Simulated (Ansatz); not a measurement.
# WSe2: the cost of one run

Program: Ansatz 0.2.0. Level of theory: reference: DFT, HSE06, plane waves, PAW. These are calculated values, not measurements.

6 further runs of the same task are left out: 1 for a known fault of the program, 5 that didn't finish.

## Step 1: The starting structure

Symmetry: R-3m, No. 166, trigonal system. The conventional cell has a = 3.287 Å, b = 3.287 Å, c = 19.492 Å, α = 90.00°, β = 90.00°, γ = 120.00°. W (site symmetry -3m) has 6 Se at 2.55 Å as nearest neighbours. Around Se (site symmetry 3m) lie 3 W at 2.55 Å.

Structure file:

```xyz
3
Lattice="1.6433 0.9488 6.4973 -1.6433 0.9488 6.4973 0.0000 -1.8975 6.4973" Properties=species:S:1:pos:R:3 pbc="T T T"
W     0.0000    0.0000    0.0000
Se    0.0000    0.0000    4.8000
Se    0.0000    0.0000   14.6918
```

## Step 2: Reference

The input, input.yaml:

```yaml
crystal:
  lattice:
    - [1.6433003395, 0.9487598934, 6.4972670243]
    - [-1.6433003395, 0.9487598934, 6.4972670243]
    - [0.0, -1.8975197868, 6.4972670243]
  atoms:
    - { symbol: W, position: [0.0, 0.0, 0.0] }
    - { symbol: Se, position: [0.2462563273, 0.2462563273, 0.2462563273] }
    - { symbol: Se, position: [0.7537436727, 0.7537436727, 0.7537436727] }
kpoints:
  mp_grid: { grid: [4, 4, 4] }
hamiltonian:
  xc: hse06
scf:
  occupations: { method: fermi_dirac, width: 0.02 }
  n_extra_bands: 4
output:
  forces: true
  stress: true
  eigenvalues: true
```

The run is started by

```console
> ansatz run input.yaml --threads 4 --pin off --max-ram 3686MiB --backend cpu --events-out ev --progress --plain --runs-dir out
```

Q: Estimate wall time and peak memory on 4 threads of an x86-64 CPU, shared host.

About 40 s, with a peak of 1.1 GiB.
